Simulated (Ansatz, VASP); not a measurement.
# BAs in two plane-wave programs

Wanted: the spread between two codes on one cell, functional and k mesh.

Calculated with Ansatz 0.2.0; plane waves, with VASP 6.6.1 beside it; band structure at PBE.

### Step 1. Set-up

The structure is cubic, space group F-43m (No. 216). Conventional cell: a = 4.777 Å, b = 4.777 Å, c = 4.777 Å, α = 90.00°, β = 90.00°, γ = 90.00°. Nearest to B lie 4 As at 2.07 Å. Nearest to As lie 4 B at 2.07 Å. Farther neighbours are not listed.

Coordinates:

```cif
data_structure
_symmetry_space_group_name_H-M 'F-43m'
_symmetry_Int_Tables_number 216
_cell_length_a 4.7770
_cell_length_b 4.7770
_cell_length_c 4.7770
_cell_angle_alpha 90.000
_cell_angle_beta 90.000
_cell_angle_gamma 90.000
_cell_volume 109.01
loop_
_atom_site_label
_atom_site_type_symbol
_atom_site_symmetry_multiplicity
_atom_site_Wyckoff_symbol
_atom_site_fract_x
_atom_site_fract_y
_atom_site_fract_z
_atom_site_occupancy
B1 B 4 a 0.00000 0.00000 0.00000 1
As1 As 4 d 0.25000 0.25000 0.75000 1
```

### Step 2. VASP: band structure, PBE

Levels along a path test the potential and the projectors away from the mesh points.

Lines of VASP's logs that name or quote its potential files are left out, and so is its time.

Input file INCAR:

```
SYSTEM = BAs
PREC = Accurate
ENCUT = 340
EDIFF = 1E-08
NELM = 100
ISMEAR = 0
SIGMA = 0.01
LREAL = .FALSE.
ALGO = Normal
GGA = PE
NBANDS = 10
LORBIT = 11
LWAVE = .TRUE.
LCHARG = .FALSE.
KPAR = 8
```

Input file POSCAR:

```
BAs
1.0
    0.0000000000      2.3885000000      2.3885000000
    2.3885000000      0.0000000000      2.3885000000
    2.3885000000      2.3885000000      0.0000000000
B As
1 1
Direct
    0.0000000000      0.0000000000      0.0000000000
    0.2500000000      0.2500000000      0.2500000000
```

Input file KPOINTS:

```
Automatic mesh
0
Gamma
8 8 8
0 0 0
```

Input file KPOINTS_OPT:

```
Line mode
12
Line-mode
Reciprocal
  0.00000000   0.00000000   0.00000000 GAMMA
  0.50000000   0.00000000   0.50000000 X

  0.50000000   0.00000000   0.50000000 X
  0.50000000   0.25000000   0.75000000 W

  0.50000000   0.25000000   0.75000000 W
  0.37500000   0.37500000   0.75000000 K

  0.37500000   0.37500000   0.75000000 K
  0.00000000   0.00000000   0.00000000 GAMMA

  0.00000000   0.00000000   0.00000000 GAMMA
  0.50000000   0.50000000   0.50000000 L

  0.50000000   0.50000000   0.50000000 L
  0.62500000   0.25000000   0.62500000 U

  0.62500000   0.25000000   0.62500000 U
  0.50000000   0.25000000   0.75000000 W

  0.50000000   0.25000000   0.75000000 W
  0.50000000   0.50000000   0.50000000 L

  0.50000000   0.50000000   0.50000000 L
  0.37500000   0.37500000   0.75000000 K

  0.62500000   0.25000000   0.62500000 U
  0.50000000   0.00000000   0.50000000 X
```

PAW data sets: B_GW and As_GW (PBE family, release 64).

Launch:

```console
$ mpirun -np 8 vasp_std
```

Numbers of over 12 decimals in the logs are rounded to 6 here.

What it wrote:

```text
[banner, memory and clock lines left out]
running    8 mpi-ranks, on    1 nodes
 distrk:  each k-point on    1 cores,    8 groups
 distr:  one band on    1 cores,    1 groups

 POSCAR found type information on POSCAR B As
 POSCAR found :  2 types and       2 ions
|                                                                             |
|           W    W    AA    RRRRR   N    N  II  N    N   GGGG   !!!           |
|           W    W   A  A   R    R  NN   N  II  NN   N  G    G  !!!           |
|           W    W  A    A  R    R  N N  N  II  N N  N  G       !!!           |
|           W WW W  AAAAAA  RRRRR   N  N N  II  N  N N  G  GGG   !            |
|           WW  WW  A    A  R   R   N   NN  II  N   NN  G    G                |
|           W    W  A    A  R    R  N    N  II  N    N   GGGG   !!!           |
|                                                                             |
|     For optimal performance we recommend to set                             |
|       NCORE = 2 up to number-of-cores-per-socket                            |
|     NCORE specifies how many cores store one orbital (NPAR=cpu/NCORE).      |
|     This setting can greatly improve the performance of VASP for DFT.       |
|     The default, NCORE=1 might be grossly inefficient on modern             |
|     multi-core architectures or massively parallel machines. Do your        |
|     Unfortunately you need to use the default for GW and RPA                |
|     calculations (for HF NCORE is supported but not extensively tested      |
|     yet).                                                                   |
|                                                                             |

 LDA part: xc-table for (Slater+PW92), standard interpolation
 POSCAR, INCAR and KPOINTS ok, starting setup
 FFT: planning ... GRIDC
 FFT: planning ... GRID_SOFT
 FFT: planning ... GRID
 WAVECAR not read
 entering main loop
       N       E                     dE             d eps       ncg     rms          rms(c)
DAV:   1     0.711319146609E+01    0.71132E+01   -0.32629E+03   580   0.578E+02
DAV:   2    -0.115611201819E+02   -0.18674E+02   -0.17792E+02   822   0.100E+02
DAV:   3    -0.120588244478E+02   -0.49770E+00   -0.49724E+00   734   0.152E+01
DAV:   4    -0.120623650886E+02   -0.35406E-02   -0.35401E-02   776   0.144E+00
DAV:   5    -0.120623980402E+02   -0.32952E-04   -0.32951E-04   726   0.118E-01    0.401E+00
DAV:   6    -0.114633943120E+02    0.59900E+00   -0.17745E+00   884   0.690E+00    0.169E+00
DAV:   7    -0.114050748826E+02    0.58319E-01   -0.17486E-01   750   0.230E+00    0.734E-01
DAV:   8    -0.113978443159E+02    0.72306E-02   -0.19745E-02   672   0.898E-01    0.762E-02
DAV:   9    -0.113982026000E+02   -0.35828E-03   -0.60473E-04   714   0.163E-01    0.417E-02
DAV:  10    -0.113983357884E+02   -0.13319E-03   -0.20106E-04   666   0.983E-02    0.860E-03
DAV:  11    -0.113983348228E+02    0.96552E-06   -0.75154E-06   708   0.159E-02    0.418E-03
DAV:  12    -0.113983353495E+02   -0.52664E-06   -0.20966E-06   660   0.995E-03    0.634E-04
DAV:  13    -0.113983353342E+02    0.15281E-07   -0.63666E-08   722   0.176E-03    0.306E-04
DAV:  14    -0.113983354625E+02   -0.12829E-06   -0.11945E-08   528   0.585E-04    0.732E-05
DAV:  15    -0.113983354508E+02    0.11668E-07   -0.15937E-09   406   0.260E-04    0.336E-05
DAV:  16    -0.113983354342E+02    0.16588E-07   -0.22176E-10   386   0.119E-04    0.592E-06
DAV:  17    -0.113983354326E+02    0.16326E-08   -0.20449E-11   374   0.414E-05
   1 F= -.11398335E+02 E0= -.11398335E+02  d E =-.940602E-59
 Start KPOINTS_OPT (optional k-point list driver)
k-point batch [1-29\120]
       N       E                     dE             ncg
DAV:   1     0.419053529479E+03   -0.60694E+04      580
DAV:   2    -0.926455718588E+02   -0.51170E+03      952
DAV:   3    -0.103440131946E+03   -0.10795E+02      722
DAV:   4    -0.103531274839E+03   -0.91143E-01      776
DAV:   5    -0.103533724022E+03   -0.24492E-02      734
DAV:   6    -0.103533766450E+03   -0.42427E-04      830
DAV:   7    -0.103533766728E+03   -0.27809E-06      730
DAV:   8    -0.103533766737E+03   -0.88475E-08      750
[...]
k-point batch [117-120\120]
       N       E                     dE             ncg
DAV:   1     0.666706577617E+04   -0.10695E+04       80
DAV:   2     0.659046045869E+04   -0.76605E+02      118
DAV:   3     0.658888992391E+04   -0.15705E+01      110
DAV:   4     0.658888491272E+04   -0.50112E-02      104
DAV:   5     0.658888487810E+04   -0.34620E-04      112
DAV:   6     0.658888487805E+04   -0.56914E-07      116
DAV:   7     0.658888487805E+04   -0.19645E-09      112
 writing wavefunctions
```

From OUTCAR (step 2):

```text
ion  position               nearest neighbor table
   1  0.000  0.000  0.000-   2 2.07   2 2.07   2 2.07   2 2.07
   2  0.250  0.250  0.250-   1 2.07   1 2.07   1 2.07   1 2.07

  LATTYP: Found a face centered cubic cell.
 ALAT       =     4.7770000000

 Subroutine GETGRP returns: Found 24 space group operations
 (whereof 24 operations were pure point group operations)

The static configuration has the point symmetry T_d .

 Found     29 irreducible k-points:

   k-points           NKPTS =     29   k-points in BZ     NKDIM =     29   number of bands    NBANDS=     10

   dimension x,y,z NGX =    20 NGY =   20 NGZ =   20
   dimension x,y,z NGXF=    40 NGYF=   40 NGZF=   40

   ENCUT  =  340.0 eV  24.99 Ry    5.00 a.u.   5.08  5.08  5.08*2*pi/ulx,y,z

   NELECT =       8.0000    total number of electrons

 k-points in reciprocal lattice and weights: Automatic mesh
   0.00000000  0.00000000  0.00000000       0.002
   0.12500000  0.00000000  0.00000000       0.016
   0.25000000  0.00000000  0.00000000       0.016
   0.37500000  0.00000000  0.00000000       0.016
   0.50000000  0.00000000  0.00000000       0.008
   0.12500000  0.12500000  0.00000000       0.012
   0.25000000  0.12500000  0.00000000       0.047
   0.37500000  0.12500000  0.00000000       0.047
   0.50000000  0.12500000  0.00000000       0.047
[...]
-0.37500000  0.50000000  0.12500000       0.023
  -0.25000000  0.50000000  0.25000000       0.012

 average (electrostatic) potential at core
       1 -26.7543       2 -48.7467

 E-fermi :   6.2811

 k-point     1 :       0.0000    0.0000    0.0000
  band No.  band energies     occupation
      1      -9.2402      2.00000
      2       6.1690      2.00000
      3       6.1690      2.00000
      4       6.1690      2.00000
      5       9.4374      0.00000
      6       9.4374      0.00000
      7       9.4374      0.00000
      8      10.8235      0.00000
      9      15.7336      0.00000
    ...

 k-point     2 :       0.1250    0.0000    0.0000
  band No.  band energies     occupation
      1      -8.9839      2.00000
      2       4.2015      2.00000
      3       5.7302      2.00000
      4       5.7302      2.00000
      5       9.5496      0.00000
      6      10.0145      0.00000
      7      10.0145      0.00000
      8      12.1074      0.00000
      9      16.6809      0.00000
    ...

 k-point     3 :       0.2500    0.0000    0.0000
  band No.  band energies     occupation
      1      -8.2379      2.00000
      2       1.2261      2.00000
      3       5.0193      2.00000
      4       5.0193      2.00000
      5       9.2179      0.00000
      6      10.8132      0.00000
      7      10.8132      0.00000
      8      14.0556      0.00000
      9      17.3951      0.00000
    ...

  Total        0.4924171      0.4924171      0.4924171     -0.0000000      0.0000000     -0.0000000
  in kB       28.9492950     28.9492950     28.9492950     -0.0000000      0.0000000     -0.0000000
  external PRESSURE =      28.9492950 kB  Pullay stress =       0.0000000 kB

  energy-cutoff  :      340.00
  volume of cell :       27.25
      direct lattice vectors                 reciprocal lattice vectors
     0.000000000  2.388500000  2.388500000    -0.209336404  0.209336404  0.209336404
     2.388500000  0.000000000  2.388500000     0.209336404 -0.209336404  0.209336404
     2.388500000  2.388500000  0.000000000     0.209336404  0.209336404 -0.209336404

 POSITION                                       TOTAL-FORCE (eV/Angst)
 -----------------------------------------------------------------------------------
      0.00000      0.00000      0.00000         0.000000      0.000000      0.000000
      1.19425      1.19425      1.19425        -0.000000     -0.000000     -0.000000
 -----------------------------------------------------------------------------------
    total drift:                                0.000001      0.000001      0.000000

  FREE ENERGIE OF THE ION-ELECTRON SYSTEM (eV)
  ---------------------------------------------------
  free  energy   TOTEN  =       -11.3983354326 eV

  energy  without entropy=      -11.3983354326  energy(sigma->0) =      -11.39833543

 total charge
# of ion       s       p       d       tot
------------------------------------------
    1        0.637   1.122   0.000   1.759
    2        1.152   1.624   0.088   2.864
--------------------------------------------------
tot          1.789   2.746   0.088   4.623

[... 3 further parts left out ...]
```

The run ends at a pressure of 2.89 GPa.

### Step 3. Ansatz: band structure, PBE

Ansatz runs on its default PAW (the set named soft_2) files.

The same cell, functional, mesh and smearing now go to Ansatz, which takes its cutoff from its data sets.

Input file input.yaml:

```yaml
crystal:
  lattice:
    - [0.0, 2.3885, 2.3885]
    - [2.3885, 0.0, 2.3885]
    - [2.3885, 2.3885, 0.0]
  atoms:
    - { symbol: B, position: [0.0, 0.0, 0.0] }
    - { symbol: As, position: [0.25, 0.25, 0.25] }
hamiltonian:
  xc: pbe
  pseudopotentials: { kind: paw }
kpoints:
  mp_grid: { grid: [8, 8, 8] }
  band_path:
    path:
      - [0.0, 0.0, 0.0]
      - [0.18182, 0.0, 0.18182]
      - [0.36364, 0.0, 0.36364]
      - [0.40909, 0.0, 0.40909]
      - [0.5, 0.0, 0.5]
      - [0.5, 0.09091, 0.59091]
      - [0.5, 0.18182, 0.68182]
      - [0.5, 0.25, 0.75]
      - [0.45455, 0.29545, 0.75]
      - [0.40909, 0.34091, 0.75]
      - [0.375, 0.375, 0.75]
      - [0.20455, 0.20455, 0.40909]
      - [0.06818, 0.06818, 0.13636]
      - [0.04545, 0.04545, 0.04545]
      - [0.22727, 0.22727, 0.22727]
      - [0.40909, 0.40909, 0.40909]
      - [0.51136, 0.47727, 0.51136]
      - [0.55682, 0.38636, 0.55682]
      - [0.60227, 0.29545, 0.60227]
      - [0.61364, 0.25, 0.63636]
      - [0.56818, 0.25, 0.68182]
      - [0.51136, 0.25, 0.73864]
      - [0.5, 0.29545, 0.70455]
      - [0.5, 0.38636, 0.61364]
      - [0.5, 0.47727, 0.52273]
      - [0.47727, 0.47727, 0.54545]
      - [0.43182, 0.43182, 0.63636]
      - [0.38636, 0.38636, 0.72727]
      - [0.60227, 0.20455, 0.60227]
      - [0.55682, 0.11364, 0.55682]
      - [0.5, 0.0, 0.5]
    npoints: 1
scf:
  occupations: { method: gaussian, width: 0.01 }
  n_extra_bands: 7
output:
  forces: true
  stress: true
  eigenvalues: true
  write_density: true
  write_potential: true
  elf: true
  volumetric_format: npy
```

Launch:

```console
$ ansatz run input.yaml --threads 2 --pin off --max-ram 4608MiB --backend cpu --events-out ev --progress --plain --runs-dir out
```

What it wrote:

```text
scf.n_extra_bands = 7 over 9 filled bands (N_el = 18.0): the run solves 16 bands
Engine: ansatz 0.2.0, x86_64-unknown-linux-gnu
Pseudopotentials: kind: paw
Pseudopotential: B, paw, valence charge 3, recommended cutoff 420 eV (normal), B.paw.azcp
Pseudopotential: As, paw, valence charge 15, recommended cutoff 420 eV (normal), As.paw.azcp
Functional definition: PBE
  parameter kappa = 0.804
  parameter beta = 0.066725
  exchange = pbe_x(kappa = kappa, mu = beta*pi^2/3)
  correlation = pbe_c(beta = beta)
Crystal: 2 atoms, lattice volume = 27.252 Å³
Basis set: ecut = 420 eV, 531 PW (Γ), exchange–correlation on 48×48×48 points (8 copies of the dense FFT grid, shifted against one another)
Bands: 16, of which v1, the nominal top of the filled ones, is band 9 counted from 1 (8 counted from 0)
Symmetry: 24 space group operations
Space group: F-43m (ITA 216), of the structure as read, at distance tolerance 3.0e-5 Å
k-points: 29 of 512 (time reversal used)
Non-local potential: B, projectors of the file, l = 0: 2, l = 1: 2, l = 2: 1
Non-local potential: As, projectors of the file, l = 0: 2, l = 1: 2, l = 2: 3, l = 3: 1
PAW form: soft (Blöchl's): semilocal exchange-correlation on the pseudo side does not see the compensation charge
PAW one-centre angular grid: B, 110 points (default); XC on 64 Gauss nodes
PAW one-centre angular grid: As, 590 points (default); XC on 64 Gauss nodes
Initial density: superposition of atomic densities (neutral atoms: chi_scale 0, normalization atom), corrected by the library's trained network
Initial wavefunctions: pseudopotential atomic-orbital guess
Functional: x = pbe(κ = 0.804, μ = 0.219515), c = pbe(β = 0.066725)
SCF iter   1: F=—  HF=-5012.097960 eV  |F-HF|=—  |Δ(HF+E_count)|=         —  Δρ=8.29e-4  dr2=1.25e-4  ethr=1.77e-3  ⟨swp⟩=6.0  Hψ=2523  notcnv=0
preconditioner: auto → none  [insulator: Δε(μ)=1.198 eV  Ē_g=15.645 eV  σ=0.010 eV  W_gap=1.00  n_scr=8 (ndim 8)  ℏωp=20.1 eV  f_vac=0.001  D(μ)=0.00/eV (n_scr^D=0)  ε∞_Penn≈2.7]
SCF iter   2: F=—  HF=-5012.098057 eV  |F-HF|=—  |Δ(HF+E_count)|=   9.67e-5  Δρ=5.11e-4  dr2=5.55e-5  ethr=6.97e-7  ⟨swp⟩=2.8  Hψ=1133  notcnv=0  defer=71
SCF iter   3: F=—  HF=-5012.098066 eV  |F-HF|=—  |Δ(HF+E_count)|=   9.24e-6  Δρ=2.93e-4  dr2=9.10e-6  ethr=3.08e-7  ⟨swp⟩=2.8  Hψ=659  notcnv=0  defer=71
SCF iter   4: F=—  HF=-5012.098097 eV  |F-HF|=—  |Δ(HF+E_count)|=   3.08e-5  Δρ=9.46e-5  dr2=3.17e-6  ethr=5.06e-8  ⟨swp⟩=2.0  Hψ=669  notcnv=0  defer=71
SCF iter   5: F=—  HF=-5012.098095 eV  |F-HF|=—  |Δ(HF+E_count)|=   1.44e-6  Δρ=3.61e-5  dr2=4.28e-7  ethr=1.76e-8  ⟨swp⟩=2.2  Hψ=652  notcnv=0  defer=71
SCF iter   6: F=-5012.098095 eV  HF=-5012.098095 eV  |F-HF|=6.35e-8  |Δ(HF+E_count)|=   1.45e-7  Δρ=1.27e-5  dr2=4.71e-8  ethr=5.56e-10  ⟨swp⟩=8.2  Hψ=2667  notcnv=0
SCF 1 converged in 6 iterations: F = -5012.098095 eV  dr2 = 4.71e-8
  greatest PAW one-centre occupation: 0.999 electrons in one spin orbital (limit 2), on the As atom at site 1 (counted from 0), in its partial waves of l = 2
NSCF: frozen V_eff on 31 k-points
SCF converged after 6 iterations
Free energy (F): -5012.098095 eV
Harris-Foulkes:  -5012.098095 eV  (|F-HF|=6.35e-8)
Internal energy: -5012.098095 eV  (E = F + TS)
E sigma→0 (E₀):  -5012.098095 eV
Fermi energy:    11.725280 eV
--- Per-component energies (eV) ---
  E_band       = -210.274316
  E_kinetic    = 152.093617
  E_local      = -1693.943194  (includes V_loc(G=0)·N_el)
  E_nonlocal   = -657.799313
  E_hartree    = 940.055313
  E_xc         = -111.431881
  E_vxc        = -117.663904  (∫ρ·V_xc dr)
  E_paw        = -1915.297646  (= ΣΔE_a)
  E_vpaw       = 226.935710  (= ΣTr[D̂ρ^β])
  E_aug_tail   = 0.000007  (compensation charges beyond the density's cutoff)
  E_ewald      = -1725.774997
  E_smearing   = -0.000000  (= −TS)
  E_closure    = -0.000000  (closes the sum)
  Σ components = -5012.098095   (vs F -5012.098095, Δ=0.00e0)
--- Forces (eV/Å), atoms counted from 1 ---
  atom   1  B      0.00000000    -0.00000000     0.00000000
  atom   2  As     0.00000000    -0.00000000    -0.00000000
  max |Σ_I F_I| component: 5.19e-16 eV/Å
--- Stress (GPa, compression-positive) ---
        2.769940      -0.000000      -0.000000
       -0.000000       2.769940       0.000000
       -0.000000       0.000000       2.769940
  P = ⅓ Tr σ = 2.7699 GPa (27.699 kbar)
--- Band table (eV; the first three rows and the last of 29) ---
  k-point 0: bands = [... 5 lower, -4.2770, 11.1267, 11.1267, 11.1267, 14.4073, 14.4073, 14.4073, 15.8003, ... 3 higher]
  k-point 1: bands = [... 5 lower, -4.0209, 9.1629, 10.6890, 10.6890, 14.5218, 14.9846, 14.9846, 17.0810, ... 3 higher]
  k-point 2: bands = [... 5 lower, -3.2753, 6.1921, 9.9790, 9.9790, 14.1913, 15.7861, 15.7861, 19.0311, ... 3 higher]
  k-point 28: bands = [... 5 lower, 0.0640, 3.0745, 5.6456, 5.9402, 16.3925, 17.0683, 17.9428, 18.1740, ... 3 higher]
```

Wall time 0.91 s (2 threads of Intel Xeon Platinum 8375C at 2.90GHz (Ice Lake), shared host); peak memory 0.32 GiB; 1.6 s of CPU time.

The column dr2 measures how far the density is from self-consistency, as an energy; F and HF (Harris–Foulkes) agree once it is small.

### Step 4. Side by side

Known differences besides the potentials themselves: the data sets hold 18 valence electrons in Ansatz (default PAW (the set named soft_2) files) and 8 in VASP; the cutoff is 420 eV in Ansatz and 340 eV in VASP; VASP leaves aspherical gradient terms in its spheres out (LASPH is not set), Ansatz keeps them. Total energies have different zeros and are not compared.

Compared:

| quantity | Ansatz | VASP | difference |
| --- | --- | --- | --- |
| gap over the path points (eV) | 1.186 | 1.170 | +0.016 |

Levels at points of the path, from each program's valence-band top (eV; 3 filled, then empty):

| k (reciprocal lattice) | Ansatz | VASP |
| --- | --- | --- |
| 0.000 0.000 0.000 | 0.00 0.00 0.00 3.28 3.28 3.28 | 0.00 0.00 0.00 3.27 3.27 3.27 |
| 0.182 0.000 0.182 | -2.61 -1.90 -1.90 2.13 5.53 5.96 | -2.61 -1.91 -1.91 2.12 5.51 5.94 |
| 0.364 0.000 0.364 | -6.59 -3.66 -3.66 1.21 2.71 9.76 | -6.60 -3.66 -3.66 1.20 2.69 9.73 |
| 0.409 0.000 0.409 | -7.49 -3.89 -3.89 1.19 2.16 10.57 | -7.50 -3.90 -3.90 1.17 2.15 10.53 |
| 0.500 0.000 0.500 | -8.52 -4.08 -4.08 1.44 1.45 11.39 | -8.54 -4.08 -4.08 1.42 1.43 11.35 |
| 0.500 0.091 0.591 | -8.41 -4.52 -4.46 2.26 2.33 10.45 | -8.42 -4.53 -4.46 2.24 2.31 10.41 |
| 0.500 0.182 0.682 | -8.15 -5.25 -5.03 4.13 4.39 8.28 | -8.17 -5.26 -5.04 4.11 4.37 8.25 |
| 0.500 0.250 0.750 | -8.05 -5.48 -5.19 5.27 5.94 6.82 | -8.07 -5.49 -5.20 5.24 5.92 6.80 |
| 0.455 0.295 0.750 | -8.07 -5.71 -4.63 4.01 5.70 7.60 | -8.09 -5.72 -4.64 3.99 5.67 7.58 |
| 0.409 0.341 0.750 | -8.12 -5.90 -3.77 2.49 5.58 8.73 | -8.14 -5.91 -3.78 2.47 5.56 8.70 |

Among the levels compared at these points, filled levels agree within 18 meV and empty ones within 41 meV. Not compared: the pressure (VASP's GW data sets at this cutoff don't carry it).

### Step 5. Outcome

- difference in gap over the path points (band structure, PBE): 0.016 eV

In words: The difference in gap over the path points is 0.016 eV (band structure, PBE), within the 0.08 eV picked in this series as the mark of a large difference. Such differences can come from data sets, numerical settings and the points named under the comparisons, not from the functional's error against experiment.

[Lines on the potential files, build, host, timing and source positions are cut from VASP's logs without a mark.]

[Logs are printed without paths, hosts, clocks, repeated set-up lines and the standing remarks that a program may print on its own settings, such as how far it seeks lower states.]

[Hosts, paths, dates, database ids (printed as entryN), source tags and the programs' standing remarks are cut or masked in the printed files.]
